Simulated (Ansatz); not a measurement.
Energy ranking of Mg2H3 structures

Theory: DFT PBE, scalar-relativistic, plane waves, PAW in Ansatz 0.2.0. Settings: cutoff 420 eV, Γ-centred meshes spaced at most about 0.3 Å⁻¹, and about 0.25 Å⁻¹ or finer for metals (2π included), Gaussian smearing. No spin polarisation.

The zero of energy is the elements' standard structures at the same level (H₂ as a molecule); no fitted shifts are applied.

These are static total energies at zero pressure. Only the structures computed here compete, so a lower one can exist. Weakly bound directions are ill-defined at this level, which has no dispersion term (P-31m, R-3m), and this can change margins and order among such cells. Kohn–Sham gaps at this level usually fall short of measured ones. With hydrogen, zero-point motion can shift formation energies by some tens of meV/atom.

Invented guesses were relaxed alike, and ends that match in structure were merged. ΔE counts from the first row. Coordination counts H atoms around Mg (those within 1.25 times the shortest such distance or 1.15 times the sum of covalent radii; a plus sign parts nearer from farther groups; the shortest distance is added where it is long for a bond; a slash parts the counts of unlike sites). The ends were matched against large subsets of the Crystallography Open Database and the Materials Project, so a missing match doesn't prove that a structure is unreported.

| # | reached from | type and space group | atoms | Å³/atom | coordination | ΔE (meV/atom) | gap on mesh (eV) | in databases |
| --- | --- | --- | --- | --- | --- | --- | --- | --- |
| 1 | A-type sesquioxide type (P-3m1) | La2O3 (A sesquioxide), P-3m1 (No. 164) | 5 | 10.1 | Mg 7 | 0 | 0.00 | no match |
| 2 | 3-, 6-connected net, guests in its cages | P-31m (No. 162) | 10 | 20.3 | Mg 6/6 from 3.8 Å | 22 | 1.72 | no match |
| 3 | corundum type (R-3c) | corundum, R-3c (No. 167) | 10 | 10.5 | Mg 6 | 57 | 0.00 | no match |
| 4 | tetradymite type (R-3m) | tetradymite, R-3m (No. 166) | 5 | 12.1 | Mg 3+3 | 69 | 0.00 | no match |
| 5 | random cell | P6/mmm (No. 191) | 5 | 11.3 | Mg 6 | 589 | 0.00 | no match |

The lowest: Space group P-3m1 (No. 164), trigonal, a = 3.293 Å, c = 5.360 Å. Mg is surrounded by 3 H at 1.98 Å, 1 H at 2.15 Å and 3 H at 2.32 Å; H on a site of symmetry -3m is surrounded by 6 Mg at 2.32 Å and 6 H at 2.68 Å; around H on a site of symmetry 3m lie 3 Mg at 1.98 Å, 1 Mg at 2.15 Å, 3 H at 2.48 Å and 3 H at 2.68 Å. Its energy over the elements is +0.01 eV/atom. The formation energy is too near zero to say whether this cell lies below the elements. An observed structure of this formula, if there is one, may be missing.

```cif
data_structure
_symmetry_space_group_name_H-M 'P-3m1'
_symmetry_Int_Tables_number 164
_cell_length_a 3.2933
_cell_length_b 3.2933
_cell_length_c 5.3605
_cell_angle_alpha 90.000
_cell_angle_beta 90.000
_cell_angle_gamma 120.000
_cell_volume 50.35
loop_
_atom_site_label
_atom_site_type_symbol
_atom_site_symmetry_multiplicity
_atom_site_Wyckoff_symbol
_atom_site_fract_x
_atom_site_fract_y
_atom_site_fract_z
_atom_site_occupancy
Mg1 Mg 2 d 0.33333 0.66667 0.24796 1
H1 H 1 a 0.00000 0.00000 0.00000 1
H2 H 2 d 0.33333 0.66667 0.64816 1
```

The second: Space group P-31m (No. 162), trigonal, a = 5.213 Å, c = 8.607 Å. Mg on a site of symmetry 32 is surrounded by 6 H at 1.97 Å; Mg on a site of symmetry -3m has 6 H at 3.79 Å and 2 Mg at 4.30 Å; Mg on a second site of symmetry -3m has 6 H at 1.97 Å, 6 Mg at 3.01 Å, 6 H at 3.60 Å and 2 Mg at 4.30 Å; around H lie 3 Mg at 1.97 Å, 3 H at 2.55–2.56 Å, 6 H at 3.01 Å, 3 Mg at 3.60 Å and 1 Mg at 3.79 Å. Counting H atoms around Mg, the first has Mg 7 and the second has Mg 6/6 from 3.8 Å. Cells relaxed within their symmetry can be saddle points. Some structure types and database cells were kept out of the candidates from the start, so a known form may be missing.
